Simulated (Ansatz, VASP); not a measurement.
# CaO in two plane-wave programs, part 2 of 2

Aim: how closely do two programs agree when they are given the same cell, functional and k mesh? The cell is taken from a series of VASP runs on this material, whose earlier steps may have relaxed, scaled or displaced it; both programs get it as it stands.

VASP 6.6.1 and Ansatz 0.2.0.

So far: The starting structure; VASP: elastic constants, LDA.

## Step 3: Ansatz: elastic constants, LDA

Level of this step: Ansatz beside VASP: Kohn-Sham DFT, plane waves, LDA (Ansatz).

Ansatz runs on its default PAW (the set named soft_2) files.

The same cell, functional (in two slightly different forms), mesh and smearing now go to Ansatz, which takes its cutoff from its data sets.

Input file input.yaml:

```yaml
crystal:
  lattice:
    - [0.0, 2.3593926727, 2.3593926727]
    - [2.3593926727, 0.0, 2.3593926727]
    - [2.3593926727, 2.3593926727, 0.0]
  atoms:
    - { symbol: Ca, position: [0.0, 0.0, 0.0] }
    - { symbol: O, position: [0.5, 0.5, 0.5] }
hamiltonian:
  xc: lda
  pseudopotentials: { kind: paw }
kpoints:
  mp_grid: { grid: [10, 10, 10] }
scf:
  occupations: { method: gaussian, width: 0.03 }
elastic:
  mode: relaxed_ion
  stencil: two_point
output:
  forces: true
  stress: true
```

Run with:

```console
$ ansatz run input.yaml --threads 4 --pin off --max-ram 9216MiB --backend cpu --events-out ev --progress --plain --runs-dir out
```

Numbers of over 12 decimals in the logs are rounded to 6 here.

Output:

```text
Engine: ansatz 0.2.0, aarch64-unknown-linux-gnu
Pseudopotentials: kind: paw
Pseudopotential: Ca, paw, valence charge 10, recommended cutoff 420 eV (normal), Ca.paw.azcp
Pseudopotential: O, paw, valence charge 6, recommended cutoff 420 eV (normal), O.paw.azcp
Functional definition: SPW92
  exchange = slater_x
  correlation = pw_c
Crystal: 2 atoms, lattice volume = 26.268 Å³
Basis set: ecut = 420 eV, 531 PW (Γ)
Bands: 12, of which v1, the nominal top of the filled ones, is band 8 counted from 1 (7 counted from 0)
Symmetry: 48 space group operations
Space group: Fm-3m (ITA 225), of the structure as read, at distance tolerance 3.0e-5 Å
k-points: 47 of 1000
Non-local potential: Ca, projectors of the file, l = 0: 3, l = 1: 2, l = 2: 2
Non-local potential: O, projectors of the file, l = 0: 2, l = 1: 2, l = 2: 1
PAW form: soft (Blöchl's): semilocal exchange-correlation on the pseudo side does not see the compensation charge
PAW frozen core: Ca, regenerated for the run's functional, and the local potential with it (the file was generated under x = pbe(κ = 0.804, μ = 0.219515), c = pbe(β = 0.066725))
PAW frozen core: O, regenerated for the run's functional, and the local potential with it (the file was generated under x = pbe(κ = 0.804, μ = 0.219515), c = pbe(β = 0.066725))
PAW one-centre angular grid: Ca, 110 points (default); XC on 64 Gauss nodes
PAW one-centre angular grid: O, 110 points (default); XC on 64 Gauss nodes
Initial density: superposition of atomic densities (neutral atoms: chi_scale 0, normalization atom), corrected by the library's trained network
Initial wavefunctions: pseudopotential atomic-orbital guess
Functional: x = slater, c = lda
SCF iter   1: F=—  HF=-2331.658269 eV  |F-HF|=—  |Δ(HF+E_count)|=         —  Δρ=1.70e-2  dr2=7.31e-2  ethr=1.77e-3  ⟨swp⟩=7.5  Hψ=3986  notcnv=0
preconditioner: auto → none  [insulator: Δε(μ)=3.194 eV  Ē_g=18.006 eV  σ=0.030 eV  W_gap=1.00  n_scr=8 (ndim 8)  ℏωp=27.1 eV  f_vac=0.000  D(μ)=0.00/eV (n_scr^D=0)  ε∞_Penn≈3.3]
SCF iter   2: F=—  HF=-2331.650941 eV  |F-HF|=—  |Δ(HF+E_count)|=   7.33e-3  Δρ=1.51e-2  dr2=4.65e-2  ethr=4.57e-4  ⟨swp⟩=2.0  Hψ=1287  notcnv=0
SCF iter   3: F=—  HF=-2331.639430 eV  |F-HF|=—  |Δ(HF+E_count)|=   1.15e-2  Δρ=2.53e-3  dr2=9.94e-4  ethr=2.91e-4  ⟨swp⟩=2.0  Hψ=893  notcnv=0
SCF iter   4: F=—  HF=-2331.639136 eV  |F-HF|=—  |Δ(HF+E_count)|=   2.94e-4  Δρ=4.99e-4  dr2=1.64e-5  ethr=6.21e-6  ⟨swp⟩=3.0  Hψ=1103  notcnv=0
SCF iter   5: F=—  HF=-2331.639131 eV  |F-HF|=—  |Δ(HF+E_count)|=   5.40e-6  Δρ=9.83e-5  dr2=2.03e-6  ethr=1.03e-7  ⟨swp⟩=2.9  Hψ=940  notcnv=0
SCF iter   6: F=—  HF=-2331.639133 eV  |F-HF|=—  |Δ(HF+E_count)|=   2.45e-6  Δρ=7.90e-6  dr2=8.84e-9  ethr=1.27e-8  ⟨swp⟩=2.0  Hψ=715  notcnv=0
SCF iter   7: F=—  HF=-2331.639133 eV  |F-HF|=—  |Δ(HF+E_count)|=  2.51e-10  Δρ=5.48e-7  dr2=3.66e-11  ethr=5.53e-11  ⟨swp⟩=2.0  Hψ=720  notcnv=0
SCF iter   8: F=—  HF=-2331.639133 eV  |F-HF|=—  |Δ(HF+E_count)|=  1.18e-11  Δρ=4.78e-8  dr2=1.93e-13  ethr=2.29e-13 (applied; sched 1.00e-12)  ⟨swp⟩=2.3  Hψ=866  notcnv=0
SCF iter   9: F=-2331.639133 eV  HF=-2331.639133 eV  |F-HF|=4.55e-13  |Δ(HF+E_count)|=  4.55e-13  Δρ=6.04e-9  dr2=2.55e-15  ethr=1.00e-12  ⟨swp⟩=4.0  Hψ=1714  notcnv=0
SCF 1 converged in 9 iterations: F = -2331.639133 eV  dr2 = 2.55e-15
  greatest PAW one-centre occupation: 0.996 electrons in one spin orbital (limit 2), on the Ca atom at site 0 (counted from 0), in its partial waves of l = 0
Crystal: 2 atoms, lattice volume = 26.216 Å³
Symmetry: 16 space group operations
k-points: 102 of 1000
Initial density: handed on by an earlier stage of this run
Initial wavefunctions: those handed on with the density
iter 1 solved again at ethr=4.17e-8 eV; its pass at ethr=3.10e-3 eV (dr2=6.67e-6 eV) is discarded
[...]
preconditioner: auto → none  [insulator: Δε(μ)=3.448 eV  Ē_g=18.115 eV  σ=0.030 eV  W_gap=1.00  n_scr=8 (ndim 8)  ℏωp=27.1 eV  f_vac=0.000  D(μ)=0.00/eV (n_scr^D=0)  ε∞_Penn≈3.2]
[...]
SCF 2 converged in 7 iterations: F = -2331.639374 eV  dr2 = 4.91e-14
Crystal: 2 atoms, lattice volume = 26.321 Å³
[...]
preconditioner: auto → none  [insulator: Δε(μ)=3.453 eV  Ē_g=18.099 eV  σ=0.030 eV  W_gap=1.00  n_scr=8 (ndim 8)  ℏωp=27.1 eV  f_vac=0.000  D(μ)=0.00/eV (n_scr^D=0)  ε∞_Penn≈3.2]
[...]
SCF 3 converged in 6 iterations: F = -2331.638775 eV  dr2 = 7.16e-15
Symmetry: 8 space group operations
k-points: 171 of 1000
[...]
preconditioner: auto → none  [insulator: Δε(μ)=3.452 eV  Ē_g=18.107 eV  σ=0.030 eV  W_gap=1.00  n_scr=8 (ndim 8)  ℏωp=27.1 eV  f_vac=0.000  D(μ)=0.00/eV (n_scr^D=0)  ε∞_Penn≈3.2]
[...]
SCF iter   4: F=—  HF=-2331.639139 eV  |F-HF|=—  |Δ(HF+E_count)|=  9.28e-10  Δρ=5.01e-6  dr2=5.76e-9  ethr=1.69e-11  ⟨swp⟩=2.7  Hψ=3362  notcnv=0
SCF iter   5: F=—  HF=-2331.639139 eV  |F-HF|=—  |Δ(HF+E_count)|=   1.37e-9  Δρ=1.55e-7  dr2=3.52e-12  ethr=1.69e-11  ⟨swp⟩=2.0  Hψ=2707  notcnv=0
SCF iter   6: F=—  HF=-2331.639139 eV  |F-HF|=—  |Δ(HF+E_count)|=  9.09e-13  Δρ=2.57e-8  dr2=1.56e-13  ethr=2.20e-14 (applied; sched 1.00e-12)  ⟨swp⟩=2.1  Hψ=3216  notcnv=0
SCF iter   7: F=-2331.639139 eV  HF=-2331.639139 eV  |F-HF|=4.55e-13  |Δ(HF+E_count)|=    0.00e0  Δρ=5.89e-9  dr2=5.21e-15  ethr=1.00e-12  ⟨swp⟩=3.9  Hψ=5868  notcnv=0
SCF 4 converged in 7 iterations: F = -2331.639139 eV  dr2 = 5.21e-15
iter 1 solved again at ethr=7.13e-12 eV; its pass at ethr=3.10e-3 eV (dr2=1.14e-9 eV) is discarded
SCF iter   1: F=—  HF=-2331.639139 eV  |F-HF|=—  |Δ(HF+E_count)|=         —  Δρ=5.81e-6  dr2=1.26e-9  ethr=7.13e-12  ⟨swp⟩=3.0  Hψ=14512  notcnv=0
SCF iter   2: F=—  HF=-2331.639139 eV  |F-HF|=—  |Δ(HF+E_count)|=  2.31e-10  Δρ=2.83e-6  dr2=7.35e-10  ethr=7.13e-12  ⟨swp⟩=2.0  Hψ=2736  notcnv=0
SCF iter   3: F=—  HF=-2331.639139 eV  |F-HF|=—  |Δ(HF+E_count)|=  9.87e-11  Δρ=1.84e-6  dr2=4.16e-10  ethr=4.60e-12  ⟨swp⟩=2.0  Hψ=2652  notcnv=0
SCF iter   4: F=—  HF=-2331.639139 eV  |F-HF|=—  |Δ(HF+E_count)|=  6.73e-11  Δρ=1.34e-7  dr2=1.20e-12  ethr=2.60e-12  ⟨swp⟩=2.0  Hψ=2565  notcnv=0
SCF iter   5: F=-2331.639139 eV  HF=-2331.639139 eV  |F-HF|=0.00e0  |Δ(HF+E_count)|=  9.09e-13  Δρ=2.03e-8  dr2=3.45e-14  ethr=1.00e-12  ⟨swp⟩=2.7  Hψ=7641  notcnv=0
SCF 5 converged in 5 iterations: F = -2331.639139 eV  dr2 = 3.45e-14
SCF converged after 9 iterations
Free energy (F): -2331.639133 eV
Harris-Foulkes:  -2331.639133 eV  (|F-HF|=4.55e-13)
Internal energy: -2331.639133 eV  (E = F + TS)
E sigma→0 (E₀):  -2331.639133 eV
Fermi energy:    9.640910 eV
--- Per-component energies (eV) ---
  E_band       = -93.084259
  E_kinetic    = 455.654686
  E_local      = -863.785053  (includes V_loc(G=0)·N_el)
  E_nonlocal   = 116.973022
  E_hartree    = 283.636613
  E_xc         = -210.198178
  E_vxc        = -266.498618  (∫ρ·V_xc dr)
  E_paw        = -963.393787  (= ΣΔE_a)
  E_vpaw       = -102.703983  (= ΣTr[D̂ρ^β])
  E_aug_tail   = 0.002460  (compensation charges beyond the density's cutoff)
  E_ewald      = -1150.908984
  E_core_change = 0.380087  (= ΣΔE_core)
  E_smearing   = -0.000000  (= −TS)
  E_closure    = 0.000000  (closes the sum)
  Σ components = -2331.639133   (vs F -2331.639133, Δ=0.00e0)
--- Forces (eV/Å), atoms counted from 1 ---
  atom   1  Ca    -0.00000000     0.00000000     0.00000000
  atom   2  O      0.00000000    -0.00000000    -0.00000000
  max |Σ_I F_I| component: 9.86e-30 eV/Å
--- Stress (GPa, compression-positive) ---
       -0.886624      -0.000000       0.000000
        0.000000      -0.886624      -0.000000
       -0.000000       0.000000      -0.886624
  P = ⅓ Tr σ = -0.8866 GPa (-8.866 kbar)
--- Band table (eV; the first three rows and the last of 47) ---
  k-point 0: bands = [... 4 lower, -7.4008, 7.9131, 7.9131, 7.9131, 12.9411, 14.1679, 14.1679, 14.1679]
  k-point 1: bands = [... 4 lower, -7.2016, 7.5316, 7.7570, 7.7570, 13.4076, 14.1325, 14.3543, 14.3543]
  k-point 2: bands = [... 4 lower, -6.7704, 6.7102, 7.3852, 7.3852, 14.1018, 14.5348, 14.8704, 14.8704]
  k-point 46: bands = [... 4 lower, -6.6855, 6.6095, 6.7489, 6.9798, 13.4189, 15.1687, 16.6670, 17.8351]
--- Elastic constants: 2 strain directions × 2 members + reference (group order 48) ---
  dense FFT box of the reference and of every strained cell: 24×24×24
  strains applied: 11, 23; error gains: componentwise 1.00 (the most a stress slope's error grows in a printed constant), spectral 1.73 (1 for all six strains in a standard setting)
  C = ∂σ_k/∂η_j (tension-positive GPa; Voigt order 11 22 33 23 13 12):
       251.586     61.627     61.627     -0.000     -0.000      0.000
        61.627    251.586     61.627      0.000     -0.000      0.000
        61.627     61.627    251.586      0.000      0.000      0.000
         0.000     -0.000     -0.000     79.938      0.000     -0.000
        -0.000     -0.000      0.000     -0.000     79.938      0.000
         0.000     -0.000      0.000     -0.000     -0.000     79.938
  reference stress σ⁰ (GPa):      0.887      0.887      0.887      0.000      0.000     -0.000
  C* (energy form; C + prestress term) asymmetry max|C*_kj − C*_jk| = 2.132e-14 GPa — a small one proves nothing (zero by symmetry where the batch's group is 432, −43m or m−3m); a large one is finite-difference/SCF noise where every solve meets its electron count
  moduli (Voigt/Reuss/Hill, GPa): K = 124.95/124.95/124.95   G = 85.96/85.34/85.65   E = 209.16   ν = 0.221
  mechanically stable: yes (min eigenvalue of sym C = 79.94 GPa)
  strain η (Voigt 11):  stress-route row diagonal C_11 = 251.59 GPa, energy-path curvature d²(F+E_count+ΔE)/dδ²/Ω₀ = 253.04 GPa
         δ    σ_11 (GPa)             F (eV)   n_scf  n_hpsi   n_pw
    -2.000e-3       0.3767       -2331.6393742       7   23749    532   relax 0 steps, max|allowed force component| 1.30e-29 eV/Å
     2.000e-3       1.3830       -2331.6387752       6   19646    532   relax 0 steps, max|allowed force component| 9.07e-30 eV/Å
  strain η (Voigt 23):  stress-route row diagonal C_44 = 79.94 GPa, energy-path curvature d²(F+E_count+ΔE)/dδ²/Ω₀ = 80.58 GPa
         δ    σ_23 (GPa)             F (eV)   n_scf  n_hpsi   n_pw
    -2.000e-3      -0.1599       -2331.6391395       7   36817    532   relax 0 steps, max|allowed force component| 3.35e-30 eV/Å
     2.000e-3       0.1599       -2331.6391395       5   32280    532   relax 0 steps, max|allowed force component| 2.52e-29 eV/Å
```

It took 2.4 s on 4 threads of Arm Neoverse V2, shared host; peak memory 0.34 GiB.

The column dr2 measures how far the density is from self-consistency, as an energy; F and HF (Harris–Foulkes) agree once it is small.

The run ends at a pressure of -0.89 GPa.

## Step 4: Differences

Known differences besides the potentials themselves: the two LDA forms differ slightly; the cutoff is 420 eV in Ansatz and 800 eV in VASP; VASP's log shows a relativistic correction to its local exchange, Ansatz's none. Total energies have different zeros and are not compared.

Compared:

```
 quantity  Ansatz   VASP  difference
C11 (GPa)   251.6  263.5     -4.51 %
C22 (GPa)   251.6  263.5     -4.51 %
C33 (GPa)   251.6  263.5     -4.51 %
C12 (GPa)    61.6   63.0     -2.21 %
C13 (GPa)    61.6   63.0     -2.21 %
C23 (GPa)    61.6   63.0     -2.21 %
C44 (GPa)    79.9   79.7     +0.33 %
C55 (GPa)    79.9   79.7     +0.33 %
C66 (GPa)    79.9   79.7     +0.33 %
```

## Step 5: Ansatz: zone-centre phonons, LDA

Second derivatives magnify differences that forces hide, and they need a tight electronic threshold. The cell compared in this pair holds 27.06 Å³, against 26.27 Å³ for the pair before.

The cell is taken from a series of VASP runs on this material, whose earlier steps may have relaxed, scaled or displaced it; both programs get it as it stands.

Input file input.yaml:

```yaml
crystal:
  lattice:
    - [0.0, 2.3827545155, 2.3827545155]
    - [2.3827545155, 0.0, 2.3827545155]
    - [2.3827545155, 2.3827545155, 0.0]
  atoms:
    - { symbol: Ca, position: [0.0, 0.0, 0.0] }
    - { symbol: O, position: [0.5, 0.5, 0.5] }
hamiltonian:
  xc: lda
  pseudopotentials: { kind: paw }
kpoints:
  mp_grid: { grid: [16, 16, 16] }
scf:
  occupations: { method: fixed }
phonons:
  method: dfpt
  qpoints: [[0, 0, 0]]
  dielectric: true
  rigid_motions: translations
```

Output:

```text
[...]
Crystal: 2 atoms, lattice volume = 27.056 Å³
Basis set: ecut = 420 eV, 531 PW (Γ), exchange–correlation on 48×48×48 points (8 copies of the dense FFT grid, shifted against one another)
Bands: 12, of which v1, the nominal top of the filled ones, is band 8 counted from 1 (7 counted from 0)
Symmetry: 48 space group operations
k-points: 349 of 4096 (irreducible under 8 space group operations, time reversal used)
[...]
546.89      1            11.2437
  optical modes at Γ + LO–TO along q̂ = [0.0000, 0.0000, 1.0000]:
      ω (cm⁻¹)  modes    IR ((D/Å)²/amu)
        263.44      2            22.4873
        546.89      1            11.2437
--- Phonons (arbitrary-q DFPT): 1 explicit q-point ---
  q = [0, 0, 0] (of the zone-centre solve; hermiticity 7.26e-7, symmetrization 1.34e-14): -0.00 -0.00 -0.00 263.44 263.44 263.44
  sum rule: each row above includes the acoustic sum rule's correction from the zone centre's row sums; it moved no ω² by more than (0.56 cm⁻¹)²
[key lines of the parts left out:]
SCF converged after 8 iterations
Free energy (F): -2331.626019 eV
Fermi energy:    7.572017 eV
```

The job ended after 10 s (4 threads; peak memory 0.64 GiB).

## Step 6: VASP: zone-centre phonons, LDA

The same cell, functional (in two slightly different forms) and mesh now go to VASP, with its own data sets and cutoff.

Input file INCAR:

```
SYSTEM = CaO
PREC = Accurate
ENCUT = 560
EDIFF = 1E-08
NELM = 100
ISMEAR = 0
SIGMA = 0.03
LREAL = .FALSE.
ALGO = Normal
GGA = CA
NBANDS = 14
LORBIT = 11
LWAVE = .FALSE.
LCHARG = .FALSE.
KPAR = 4
IBRION = 8
LEPSILON = .TRUE.
LPEAD = .TRUE.
ISIF = 2
```

Input file POSCAR:

```
CaO
1.0
    0.0000000000      2.3827545155      2.3827545155
    2.3827545155      0.0000000000      2.3827545155
    2.3827545155      2.3827545155      0.0000000000
Ca O
1 1
Direct
    0.0000000000      0.0000000000      0.0000000000
    0.5000000000      0.5000000000      0.5000000000
```

Input file KPOINTS:

```
Automatic mesh
0
Gamma
16 16 16
0 0 0
```

The projector-augmented-wave data sets are Ca_sv and O (LDA family, release 64).

Run with:

```console
$ mpirun -np 4 vasp_std
```

Output:

```text
[... set-up lines as in an earlier step ...]
 entering main loop
       N       E                     dE             d eps       ncg     rms          rms(c)
DAV:   1     0.132293503330E+03    0.13229E+03   -0.89032E+03  4060   0.124E+03
DAV:   2    -0.979545088201E+01   -0.14209E+03   -0.13281E+03  5036   0.313E+02
DAV:   3    -0.157248165375E+02   -0.59294E+01   -0.58812E+01  4534   0.667E+01
DAV:   4    -0.159187300109E+02   -0.19391E+00   -0.19376E+00  6064   0.104E+01
[...]
DAV:  12    -0.142142358478E+02    0.10252E-06   -0.40954E-06  4472   0.208E-02    0.360E-03
DAV:  13    -0.142142357252E+02    0.12259E-06   -0.15025E-07  5580   0.374E-03    0.357E-04
DAV:  14    -0.142142357229E+02    0.23081E-08   -0.12459E-08  3646   0.118E-03
   1 F= -.14214236E+02 E0= -.14214236E+02  d E =-.899640E-40
 Linear response reoptimize wavefunctions to high precision
DAV:   1    -0.142142357235E+02   -0.58117E-09   -0.41020E-09  5084   0.493E-04
DAV:   2    -0.142142357235E+02   -0.50477E-10   -0.13901E-10  2150   0.114E-04
 Linear response to external field (no local field effect), progress :
[...]
RMM:  22    -0.386424097234E+00   -0.25220E-07    0.38575E-06 17745   0.746E-04    0.250E-04
 first order change of Fermi-energy   0.40033E-04
 force on displaced ion       1 direction 1 :  -3.145   0.000   0.000
 Born effective charge ion    1 direction 1 :   2.361   0.000   0.000
 Linear response progress:
  Degree of freedom:   2/  2
       N       E                     dE             d eps       ncg     rms          rms(c)
RMM:   1    -0.362549129418E+00   -0.36255E+00    0.22020E-01 20056   0.341E+00
RMM:   2    -0.353988016137E+00    0.85611E-02   -0.75288E-03 16864   0.659E-01    0.112E-01
RMM:   3    -0.355261094233E+00   -0.12731E-02   -0.18305E-03 18197   0.202E-01    0.607E-02
RMM:   4    -0.357009578542E+00   -0.17485E-02   -0.81361E-04 17862   0.141E-01    0.159E-02
[...]
RMM:  14    -0.357066911028E+00   -0.44883E-07   -0.11179E-07 23258   0.352E-05    0.911E-07
RMM:  15    -0.357066894051E+00    0.16977E-07    0.33999E-08 23115   0.173E-05    0.466E-07
RMM:  16    -0.357066897405E+00   -0.33547E-08   -0.45345E-08 20900   0.883E-06    0.729E-07
 first order change of Fermi-energy   0.29061E-03
 force on displaced ion       2 direction 1 :  -3.094   0.000   0.000
 Born effective charge ion    2 direction 1 :  -2.363   0.000   0.000
 Born effective charges drift removed
 Linear response finished
```

OUTCAR, selected parts (step 6):

```text
  Total       -0.6000204     -0.6000204     -0.6000204     -0.0000000     -0.0000000     -0.0000000
  in kB      -35.5311022    -35.5311022    -35.5311022     -0.0000000     -0.0000000     -0.0000000
  external PRESSURE =     -35.5311022 kB  Pullay stress =       0.0000000 kB

 POSITION                                       TOTAL-FORCE (eV/Angst)
 -----------------------------------------------------------------------------------
      0.00000      0.00000      0.00000        -0.000000      0.000000     -0.000000
      2.38275      2.38275      2.38275         0.000000     -0.000000      0.000000
 -----------------------------------------------------------------------------------
    total drift:                                0.000000      0.000000      0.000000

 MACROSCOPIC STATIC DIELECTRIC TENSOR (including local field effects in DFT)
 ------------------------------------------------------
           3.860461     0.000000    -0.000000
           0.000000     3.860461     0.000000
           0.000000     0.000000     3.860461
 ------------------------------------------------------

 MACROSCOPIC STATIC DIELECTRIC TENSOR IONIC CONTRIBUTION
 ------------------------------------------------------
          11.969157     0.000000     0.000000
           0.000000    11.969157     0.000000
           0.000000     0.000000    11.969157
 ------------------------------------------------------

[... 2 further parts left out ...]
```

## Step 7: Comparison

What differs besides the data sets and the points named for the pairs above, as far as they apply: the cutoff is 420 eV in Ansatz and 560 eV in VASP. Total energies have different zeros and are not compared.

Both answers:

| quantity | Ansatz | VASP | difference |
| --- | --- | --- | --- |
| ε∞ xx | 3.86 | 3.86 | -0.04 % |
| ε∞ yy | 3.86 | 3.86 | -0.04 % |
| ε∞ zz | 3.86 | 3.86 | -0.04 % |
| Born charge of Ca1 (mean of the diagonal) (e) | 2.36 | 2.36 | 0.00 |
| Born charge of O2 (mean of the diagonal) (e) | -2.36 | -2.36 | 0.00 |
| optical mode 1 to 3 (cm⁻¹) | 263.4 | 271.9 | -3.11 % |

Modes are paired by rising frequency and degeneracy, not by their patterns, so a pair may still set unlike modes beside each other.

## Step 8: What came out

```
difference in C11 (elastic constants, LDA)                                                                        : -4.5 %
r.m.s. difference of the optical zone-centre modes, each program's sorted by frequency (zone-centre phonons, LDA) : 8.4 cm⁻¹
difference in optical mode 1 to 3 (zone-centre phonons, LDA)                                                      : -3.1 %
```

In words: The difference in C11 is -4.5 % (elastic constants, LDA), within the 5 % picked in this series as the mark of a large difference. Among the rows given in per cent, the largest difference of the zone-centre phonons, LDA pair is in optical mode 1 to 3, -3.1 %. Such differences can come from data sets, numerical settings and the points named under the comparisons, not from the functional's error against experiment.

[Lines on the potential files, build, host, timing and source positions are cut from VASP's logs without a mark.]

[Logs are printed without paths, hosts, clocks, repeated set-up lines and the standing remarks that a program may print on its own settings, such as how far it seeks lower states.]

[Hosts, paths, dates, database ids (printed as entryN), source tags and the programs' standing remarks are cut or masked in the printed files.]
